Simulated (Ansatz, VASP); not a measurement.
# Te2Mo in two plane-wave programs

One calculation is typed for both programs; each brings its own data sets. How far apart do they land? The cell is taken from a series of runs on this material, whose earlier steps may have relaxed, scaled, displaced or heated it; both programs get it as it stands.

Calculated with Ansatz 0.2.0; plane waves, with VASP 6.6.1 beside it; single point at PBEsol.

## Step 1: The starting structure

The cell holds 3 atoms: 1 Mo and 2 Te. Cell: a = 3.444 Å, b = 3.444 Å, c = 30.500 Å, α = 90.0°, β = 90.0°, γ = 120.0°. Vacuum lies along c.

## Step 2: VASP: single point, PBEsol, pair 1

With cell and atoms fixed, the geometry can't cause a difference; cores, projectors, grids and the points listed under the comparison can.

Lines of VASP's logs that name or quote its potential files are left out, and so is its time.

INCAR

```
SYSTEM = Te2Mo
PREC = Accurate
ENCUT = 400
EDIFF = 1E-06
NELM = 120
ISMEAR = -1
SIGMA = 0.02
LREAL = .FALSE.
ALGO = Normal
GGA = PS
NBANDS = 19
LASPH = .TRUE.
LORBIT = 11
LWAVE = .FALSE.
LCHARG = .FALSE.
ISIF = 2
LDIPOL = .TRUE.
IDIPOL = 3
DIPOL = 0.5 0.5 0.5
LVHAR = .TRUE.
GGA_COMPAT = .FALSE.
EFERMI = MIDGAP
NELMDL = -8
KPAR = 2
```

POSCAR

```
Te2Mo
1.0
    3.4443572720      0.0000000000      0.0000000000
   -1.7221786360      2.9829008973      0.0000000000
    0.0000000000      0.0000000000     30.5000000000
Mo Te
1 2
Direct
    0.3333333333      0.6666666667      0.5000000000
    0.6666666667      0.3333333333      0.5595307511
    0.6666666667      0.3333333333      0.4404692489
```

KPOINTS

```
Automatic mesh
0
Gamma
6 6 1
0 0 0
```

PAW data sets: Mo_sv and Te (PBE family, release 64).

Command:

```bash
$ mpirun -np 2 vasp_std
```

Numbers of over 12 decimals in the logs are rounded to 6 here.

What it wrote:

```text
[banner, memory and clock lines left out]
running    2 mpi-ranks, on    1 nodes
 distrk:  each k-point on    1 cores,    2 groups
 distr:  one band on    1 cores,    1 groups

 POSCAR found type information on POSCAR MoTe
 POSCAR found :  2 types and       3 ions
|                                                                             |
|               ----> ADVICE to this user running VASP <----                  |
|                                                                             |
|     You enforced a specific xc type in the INCAR file but a different       |
|     [... a line on the potential file left out ...]
|     I HOPE YOU KNOW WHAT YOU ARE DOING!                                     |
|                                                                             |

 LDA part: xc-table for (Slater+PW92), standard interpolation
 POSCAR, INCAR and KPOINTS ok, starting setup
 FFT: planning ... GRIDC
 FFT: planning ... GRID_SOFT
 FFT: planning ... GRID
 WAVECAR not read
 entering main loop
       N       E                     dE             d eps       ncg     rms          rms(c)
DAV:   1     0.114179323242E+03    0.11418E+03   -0.11062E+04   378   0.811E+02
DAV:   2    -0.114470661808E+02   -0.12563E+03   -0.12353E+03   384   0.176E+02
DAV:   3    -0.201413881891E+02   -0.86943E+01   -0.86181E+01   353   0.426E+01
DAV:   4    -0.203534279135E+02   -0.21204E+00   -0.21167E+00   378   0.688E+00
DAV:   5    -0.203555872540E+02   -0.21593E-02   -0.21593E-02   371   0.760E-01
DAV:   6    -0.203556410036E+02   -0.53750E-04   -0.53750E-04   389   0.916E-02
DAV:   7    -0.203556416723E+02   -0.66874E-06   -0.66851E-06   382   0.101E-02
DAV:   8    -0.203556416855E+02   -0.13131E-07   -0.13090E-07   282   0.131E-03    0.172E+01
DAV:   9    -0.198498696519E+02    0.50577E+00   -0.36089E+00   283   0.115E+01    0.628E+00
DAV:  10    -0.198319353712E+02    0.17934E-01   -0.36906E+00   281   0.906E+00    0.441E+00
DAV:  11    -0.195998878134E+02    0.23205E+00   -0.11934E+00   272   0.565E+00    0.155E+00
DAV:  12    -0.196034138517E+02   -0.35260E-02   -0.90161E-02   317   0.159E+00    0.954E-01
DAV:  13    -0.195962161118E+02    0.71977E-02   -0.37331E-02   303   0.115E+00    0.188E-01
DAV:  14    -0.195962116421E+02    0.44697E-05   -0.13256E-03   317   0.212E-01    0.112E-01
[...]
DAV:  20    -0.195970505566E+02   -0.67705E-04   -0.43990E-06   281   0.699E-03    0.387E-03
DAV:  21    -0.195970724185E+02   -0.21862E-04   -0.56613E-07   271   0.355E-03    0.364E-03
DAV:  22    -0.195970887183E+02   -0.16300E-04   -0.44211E-07   241   0.230E-03    0.177E-03
DAV:  23    -0.195970951561E+02   -0.64377E-05   -0.22773E-07   226   0.250E-03    0.126E-03
DAV:  24    -0.195970990050E+02   -0.38489E-05   -0.11631E-07   239   0.980E-04    0.819E-04
DAV:  25    -0.195971010510E+02   -0.20460E-05   -0.28619E-08   194   0.625E-04    0.251E-04
DAV:  26    -0.195971025466E+02   -0.14956E-05   -0.25728E-08   191   0.504E-04    0.356E-04
DAV:  27    -0.195971029293E+02   -0.38271E-06   -0.26329E-09   169   0.200E-04
   1 F= -.19597103E+02 E0= -.19597103E+02  d E =-.419266E-14
```

OUTCAR, selected parts (step 2):

```text
ion  position               nearest neighbor table
   1  0.333  0.667  0.500-   2 2.69   3 2.69   2 2.69   3 2.69   2 2.69   3 2.69
   2  0.667  0.333  0.560-   1 2.69   1 2.69   1 2.69   3 3.63
   3  0.667  0.333  0.440-   1 2.69   1 2.69   1 2.69   2 3.63

  LATTYP: Found a hexagonal cell.
 ALAT       =     3.4443572720
 C/A-ratio  =     8.8550628147

 Subroutine GETGRP returns: Found 12 space group operations
 (whereof 12 operations were pure point group operations)

The static configuration has the point symmetry D_3h.

 Found      7 irreducible k-points:

   k-points           NKPTS =      7   k-points in BZ     NKDIM =      7   number of bands    NBANDS=     19

   dimension x,y,z NGX =    24 NGY =   24 NGZ =  200
   dimension x,y,z NGXF=    48 NGYF=   48 NGZF=  400

   ENCUT  =  400.0 eV  29.40 Ry    5.42 a.u.   5.62  5.62 49.74*2*pi/ulx,y,z

   NELECT =      26.0000    total number of electrons

 k-points in reciprocal lattice and weights: Automatic mesh
   0.00000000  0.00000000  0.00000000       0.028
   0.16666667  0.00000000  0.00000000       0.167
   0.33333333 -0.00000000  0.00000000       0.167
   0.50000000 -0.00000000  0.00000000       0.083
   0.16666667  0.16666667  0.00000000       0.167
   0.33333333  0.16666667  0.00000000       0.333
   0.33333333  0.33333333  0.00000000       0.056

 dipolmoment           0.000000      0.000000     -0.000000 electrons x Angstroem

 average (electrostatic) potential at core
       1 -82.8987       2 -95.7077       3 -95.7077

 E-fermi :  -1.2067

 k-point     1 :       0.0000    0.0000    0.0000
  band No.  band energies     occupation
    ...
      9      -3.4239      2.00000
     10      -3.4239      2.00000
     11      -2.6094      2.00000
     12      -2.6094      2.00000
     13      -2.5483      2.00000
     14       1.5984      0.00000
     15       1.5984      0.00000
     16       1.8996      0.00000
     17       1.8996      0.00000
     18       2.4345      0.00000
    ...

 k-point     2 :       0.1667    0.0000    0.0000
  band No.  band energies     occupation
    ...
      9      -4.2573      2.00000
     10      -3.0830      2.00000
     11      -3.0804      2.00000
     12      -2.6720      2.00000
     13      -2.5737      2.00000
     14       0.2381      0.00000
     15       0.5394      0.00000
     16       1.1199      0.00000
     17       1.8342      0.00000
     18       2.9227      0.00000
    ...

 k-point     3 :       0.3333   -0.0000    0.0000
  band No.  band energies     occupation
    ...
      9      -5.4300      2.00000
     10      -3.8261      2.00000
     11      -3.4357      2.00000
     12      -2.9368      2.00000
     13      -2.3191      2.00000
     14      -0.3571      0.00000
     15       0.1115      0.00000
     16       0.9356      0.00000
     17       2.0368      0.00000
     18       3.9047      0.00000
    ...

  Total        1.0874501      1.0874501      0.3328265      0.0000000     -0.0000000     -0.0000000
  in kB        5.5599778      5.5599778      1.7016947      0.0000000     -0.0000000     -0.0000000
  external PRESSURE =       4.2738835 kB  Pullay stress =       0.0000000 kB

  energy-cutoff  :      400.00
  volume of cell :      313.36
      direct lattice vectors                 reciprocal lattice vectors
     3.444357272  0.000000000  0.000000000     0.290329928  0.167622062  0.000000000
    -1.722178636  2.982900897  0.000000000     0.000000000  0.335244125  0.000000000
     0.000000000  0.000000000 30.500000000     0.000000000  0.000000000  0.032786885

 POSITION                                       TOTAL-FORCE (eV/Angst)
 -----------------------------------------------------------------------------------
     -0.00000      1.98860     15.25000         0.000000     -0.000000     -0.000000
      1.72218      0.99430     17.06569        -0.000000      0.000000      0.120493
      1.72218      0.99430     13.43431        -0.000000      0.000000     -0.120493
 -----------------------------------------------------------------------------------
    total drift:                                0.000000     -0.000000     -0.000000

  FREE ENERGIE OF THE ION-ELECTRON SYSTEM (eV)
  ---------------------------------------------------
  free  energy   TOTEN  =       -19.5971029293 eV

  energy  without entropy=      -19.5971029293  energy(sigma->0) =      -19.59710293

 vacuum level on the upper side and lower side of the slab         3.052         3.052

 total charge
# of ion       s       p       d       tot
------------------------------------------
    1        2.261   6.159   4.033  12.453
    2        1.385   1.993   0.067   3.445
    3        1.385   1.993   0.067   3.445
--------------------------------------------------
tot          5.031  10.145   4.168  19.344

[... 3 further parts left out ...]
```

This run has no spin polarisation, so a moment on Mo, if there is one, isn't seen.

## Step 3: Ansatz: single point, PBEsol, pair 1

Ansatz runs on its default PAW (the set named soft_2) files.

The same cell, functional, mesh and smearing now go to Ansatz, which takes its cutoff from its data sets.

input.yaml

```yaml
crystal:
  lattice:
    - [3.444357272, 0.0, 0.0]
    - [-1.722178636, 2.9829008973, 0.0]
    - [0.0, 0.0, 30.5]
  atoms:
    - { symbol: Mo, position: [0.3333333333, 0.6666666667, 0.5] }
    - { symbol: Te, position: [0.6666666667, 0.3333333333, 0.5595307511] }
    - { symbol: Te, position: [0.6666666667, 0.3333333333, 0.4404692489] }
  periodic: [true, true, false]
kpoints:
  mp_grid: { grid: [6, 6, 1] }
  band_path:
    path:
      - [0, 0, 0]
      - [0.5, 0, 0]
      - [0.3333333333333, 0.3333333333333, 0]
      - [0, 0, 0]
    npoints: 10
hamiltonian:
  xc: pbesol
scf:
  occupations: { method: fermi_dirac, width: 0.02 }
  n_extra_bands: 5
output:
  eigenvalues: true
  forces: true
  stress: true
  write_density: true
  write_potential: true
  elf: true
  volumetric_format: npy
```

Command:

```bash
$ ansatz run input.yaml --threads 3 --pin off --max-ram 92160MiB --backend cuda --events-out ev --progress --plain --runs-dir out --devices 1 --max-vram 13GiB
```

What it wrote:

```text
scf.n_extra_bands = 5 over 23 filled bands (N_el = 46.0): the run solves 28 bands
GPUs: using 1 of 1 available (devices: 1).
Engine: ansatz 0.2.0, x86_64-unknown-linux-gnu
Pseudopotentials: kind: paw
Pseudopotential: Mo, paw, valence charge 14, recommended cutoff 420 eV (normal), Mo.paw.azcp
Pseudopotential: Te, paw, valence charge 16, recommended cutoff 420 eV (normal), Te.paw.azcp
Functional definition: PBEsol
  exchange = pbesol_x
  correlation = pbesol_c
device memory: the entry about to start is reckoned to put 4.2 GiB on a device that reports 32.5 GiB free (of which the cap on the GPU budget leaves the run 13.0 GiB)
GPU FFT provider: cuFFT
GPU libraries: cuBLAS 13.8.2, cuFFT 12.4.0, cuSOLVER 12.3.4
Crystal: 3 atoms, lattice volume = 313.362 Å³
Basis set: ecut = 420 eV, 6089 PW (Γ), exchange–correlation on 48×48×432 points (8 copies of the dense FFT grid, shifted against one another)
Bands: 28, of which v1, the nominal top of the filled ones, is band 23 counted from 1 (22 counted from 0)
Symmetry: 12 space group operations
Space group: P-6m2 (ITA 187), of the structure as read, at distance tolerance 6.8e-5 Å
k-points: 7 of 36 (time reversal used)
Non-local potential: Mo, projectors of the file, l = 0: 3, l = 1: 2, l = 2: 2, l = 3: 1
Non-local potential: Te, projectors of the file, l = 0: 2, l = 1: 2, l = 2: 2, l = 3: 2
PAW form: soft (Blöchl's): semilocal exchange-correlation on the pseudo side does not see the compensation charge
PAW frozen core: Mo, regenerated for the run's functional, and the local potential with it (the file was generated under x = pbe(κ = 0.804, μ = 0.219515), c = pbe(β = 0.066725))
PAW frozen core: Te, regenerated for the run's functional, and the local potential with it (the file was generated under x = pbe(κ = 0.804, μ = 0.219515), c = pbe(β = 0.066725))
PAW one-centre angular grid: Mo, 590 points (default); XC on 64 Gauss nodes
PAW one-centre angular grid: Te, 590 points (default); XC on 64 Gauss nodes
Initial density: superposition of atomic densities (neutral atoms: chi_scale 0, normalization atom), corrected by the library's trained network
Initial wavefunctions: pseudopotential atomic-orbital guess
GPU buffer pool allocated for 124416 grid points (all kernels)
GPU transforms: local potential and band sums: pruned to the plane-wave sphere, on 24×24×216
Functional: x = pbesol(κ = 0.804, μ = 0.123457), c = pbesol(β = 0.046)
SCF iter   1: F=—  HF=-18701.258455 eV  |F-HF|=—  |Δ(HF+E_count)|=         —  Δρ=2.93e-3  dr2=1.65e-2  ethr=1.77e-3  ⟨swp⟩=17.7  Hψ=1553  notcnv=0
preconditioner: auto → Resta (q_TF=auto, 1.982 Å⁻¹)  ε∞=2.4  [insulator: Δε(μ)=1.293 eV  Ē_g=7.506 eV  σ=0.020 eV  W_gap=1.00  n_scr=18 (ndim 8)  ℏωp=8.9 eV  f_vac=0.746  D(μ)=0.00/eV (n_scr^D=0)  ε∞_Penn≈2.4  vacuum switching on, ρ_ref=4.1e-3 e/Å³]
SCF iter   2: F=—  HF=-18701.259300 eV  |F-HF|=—  |Δ(HF+E_count)|=   8.45e-4  Δρ=1.41e-3  dr2=5.08e-3  ethr=3.59e-5  ⟨swp⟩=4.1  Hψ=542  notcnv=0  defer=7
SCF iter   3: F=—  HF=-18701.261687 eV  |F-HF|=—  |Δ(HF+E_count)|=   2.39e-3  Δρ=1.16e-3  dr2=1.16e-2  ethr=1.11e-5  ⟨swp⟩=3.7  Hψ=407  notcnv=0  defer=7
SCF iter   4: F=—  HF=-18701.260817 eV  |F-HF|=—  |Δ(HF+E_count)|=   8.69e-4  Δρ=2.50e-4  dr2=1.24e-4  ethr=1.11e-5  ⟨swp⟩=2.4  Hψ=280  notcnv=0  defer=7
SCF iter   5: F=—  HF=-18701.260750 eV  |F-HF|=—  |Δ(HF+E_count)|=   6.74e-5  Δρ=6.96e-5  dr2=1.63e-5  ethr=2.69e-7  ⟨swp⟩=3.4  Hψ=388  notcnv=0  defer=7
SCF iter   6: F=—  HF=-18701.261122 eV  |F-HF|=—  |Δ(HF+E_count)|=   3.72e-4  Δρ=1.57e-5  dr2=1.19e-6  ethr=3.54e-8  ⟨swp⟩=3.7  Hψ=439  notcnv=0  defer=7
SCF iter   7: F=—  HF=-18701.261122 eV  |F-HF|=—  |Δ(HF+E_count)|=   3.61e-7  Δρ=4.85e-6  dr2=1.23e-7  ethr=2.58e-9  ⟨swp⟩=3.3  Hψ=417  notcnv=0  defer=7
SCF iter   8: F=-18701.261123 eV  HF=-18701.261123 eV  |F-HF|=5.78e-9  |Δ(HF+E_count)|=   2.20e-7  Δρ=1.92e-6  dr2=1.25e-8  ethr=2.17e-10  ⟨swp⟩=25.9  Hψ=1992  notcnv=0
SCF 1 converged in 8 iterations: F = -18701.261123 eV  dr2 = 1.25e-8
  greatest PAW one-centre occupation: 0.999 electrons in one spin orbital (limit 2), on the Mo atom at site 0 (counted from 0), in its partial waves of l = 0
device memory: the entry about to start is reckoned to put 2.7 GiB on a device that reports 32.2 GiB free (of which the cap on the GPU budget leaves the run 13.0 GiB)
NSCF: frozen V_eff on 31 k-points, pencils in batches of 32, up to order 124
SCF converged after 8 iterations
Free energy (F): -18701.261123 eV
Harris-Foulkes:  -18701.261123 eV  (|F-HF|=5.78e-9)
Internal energy: -18701.261123 eV  (E = F + TS)
E sigma→0 (E₀):  -18701.261123 eV
Fermi energy:    -4.260373 eV
--- Per-component energies (eV) ---
  E_band       = -1361.492325
  E_kinetic    = 807.213259
  E_local      = -110923.404881  (includes V_loc(G=0)·N_el)
  E_nonlocal   = -469.478878
  E_hartree    = 55285.202774
  E_xc         = -430.792582
  E_vxc        = -438.976701  (∫ρ·V_xc dr)
  E_paw        = -12314.451889  (= ΣΔE_a)
  E_vpaw       = -907.245085  (= ΣTr[D̂ρ^β])
  E_aug_tail   = -0.000315  (compensation charges beyond the density's cutoff)
  E_ewald      = 49343.492461
  E_core_change = 0.958930  (= ΣΔE_core)
  E_smearing   = -0.000000  (= −TS)
  E_closure    = 0.000000  (closes the sum)
  Σ components = -18701.261123   (vs F -18701.261123, Δ=0.00e0)
--- Forces (eV/Å), atoms counted from 1 ---
  atom   1  Mo     0.00000000    -0.00000000     0.00000000
  atom   2  Te    -0.00000000     0.00000000     0.08791428
  atom   3  Te    -0.00000000     0.00000000    -0.08791428
  max |Σ_I F_I| component: 1.39e-17 eV/Å
--- 2D stress c σ (N/m, compression-positive) ---
        1.751702       0.000000       0.000000
        0.000000       1.751702       0.000000
        0.000000       0.000000       0.000000
  P = ½ c Tr σ = 1.7517 N/m
--- Band table (eV; the first three rows and the last of 7) ---
  k-point 0: bands = [... 19 lower, -6.4581, -5.6464, -5.6464, -5.5907, -1.4550 (-1.4550°), -1.4550 (-1.4550°), -1.1595, -1.1595, ... 1 higher]
  k-point 1: bands = [... 19 lower, -6.1196, -6.1159, -5.7215, -5.6162, -2.8124, -2.5089, -1.9335, -1.2209, ... 1 higher]
  k-point 2: bands = [... 19 lower, -6.8621, -6.4921, -5.9764, -5.3592, -3.4018, -2.9353, -2.1090, -1.0188, ... 1 higher]
  k-point 6: bands = [... 19 lower, -8.0637, -7.8260, -6.7357, -4.8846, -3.5652, -3.1109, -2.1092, -0.4697, ... 1 higher]
  ° read free of the cell's end (the report's vacuum.weakly_bound_levels)
```

## Step 4: Differences

Known differences besides the potentials themselves: Ansatz cuts the interaction across the vacuum, VASP repeats the sheet with a dipole correction; the data sets hold 46 valence electrons in Ansatz (on its default PAW (the set named soft_2) files) and 26 in VASP; the cutoff is 420 eV in Ansatz and 400 eV in VASP; Ansatz makes its cores anew for this functional, VASP keeps those of its PBE data sets. Total energies have different zeros and are not compared.

Compared:

```
              quantity  Ansatz   VASP  difference
gap on the k mesh (eV)   1.271  1.277      -0.006
```

Forces (eV/Å; atoms numbered as in POSCAR):

```
atom        Ansatz x, y, z          VASP x, y, z
 Mo1   0.000, 0.000, 0.000   0.000, 0.000, 0.000
 Te2   0.000, 0.000, 0.088   0.000, 0.000, 0.120
 Te3  0.000, 0.000, -0.088  0.000, 0.000, -0.120
```

The forces differ by 15 meV/Å r.m.s., which is 27.0 % of the r.m.s. force of 0.057 eV/Å (both taken over all components). A gap on the mesh is an upper bound, since the band edges may lie between its points. With vacuum in the cell, a pressure given here is an average over mostly empty space and none of the material.

## Step 5: Further runs

Further runs change the set-up of one program: Ansatz's method, potentials or start, or VASP's data sets, cutoff or form of LDA. The table gives Ansatz less VASP for each quantity, since a change that brings one quantity closer may part another.

```
                                                           run  r.m.s. force difference (meV/Å)  gap on the k mesh (eV)
                                                      as above                               15                 -0.0061
VASP with the data sets Mo and Te_sv_GW and a cutoff of 520 eV                               18                  0.0036
```

## Step 6: Ansatz: single point, PBEsol, pair 2

With cell and atoms fixed, the geometry can't cause a difference; cores, projectors, grids and the points listed under the comparison can. This pair takes another cell of the material, with 6 atoms against 3 for the pair before.

The cell is taken from a series of runs on this material, whose earlier steps may have relaxed, scaled, displaced or heated it; both programs get it as it stands.

input.yaml, the sections that differ from step 3:

```yaml
crystal:
  lattice:
    - [3.4387698212, 0.0, 0.0]
    - [-1.7193849106, 2.9780620229, 0.0]
    - [0.0, 0.0, 43.8]
  atoms:
    - { symbol: Mo, position: [0.3333333333, 0.6666666667, 0.4238334462] }
    - { symbol: Te, position: [0.6666666667, 0.3333333333, 0.4653560059] }
    - { symbol: Te, position: [0.6666666667, 0.3333333333, 0.3824001195] }
    - { symbol: Mo, position: [0.6666666667, 0.3333333333, 0.5761665538] }
    - { symbol: Te, position: [0.3333333333, 0.6666666667, 0.6175998805] }
    - { symbol: Te, position: [0.3333333333, 0.6666666667, 0.5346439941] }
  periodic: [true, true, false]
scf:
  occupations: { method: fermi_dirac, width: 0.02 }
  n_extra_bands: 6
# kpoints, hamiltonian, output: as in step 3
```

What it wrote:

```text
[...]
GPUs: using 1 of 1 available (devices: 1).
[...]
GPU FFT provider: cuFFT
GPU libraries: cuBLAS 13.8.2, cuFFT 12.4.0, cuSOLVER 12.3.4
Crystal: 6 atoms, lattice volume = 448.550 Å³
Basis set: ecut = 420 eV, 8715 PW (Γ), exchange–correlation on 48×48×600 points (8 copies of the dense FFT grid, shifted against one another)
[...]
k-point 1: bands = [... 42 lower, -5.9248, -5.6853, -5.6583, -5.0466, -2.7788, -2.6605, -2.4692, -2.3274, ... 2 higher]
  k-point 2: bands = [... 42 lower, -6.0459, -5.8763, -5.4414, -5.3011, -3.4854, -3.1621, -3.0710, -2.8464, ... 2 higher]
  k-point 6: bands = [... 42 lower, -6.7033, -6.7033, -5.0393, -4.8095, -3.5489, -3.5489, -3.5218, -2.7946, ... 2 higher]
  ° read free of the cell's end (the report's vacuum.weakly_bound_levels)
[key lines of the parts left out:]
SCF converged after 9 iterations
Free energy (F): -37402.561578 eV
Fermi energy:    -4.227087 eV
P = ½ c Tr σ = 4.4828 N/m
```

(Part 1 of 2 ends here.)

[Lines on the potential files, build, host, timing and source positions are cut from VASP's logs without a mark.]

[Logs are printed without paths, hosts, clocks, repeated set-up lines and the standing remarks that a program may print on its own settings, such as how far it seeks lower states.]

[Hosts, paths, dates, database ids (printed as entryN), source tags and the programs' standing remarks are cut or masked in the printed files.]
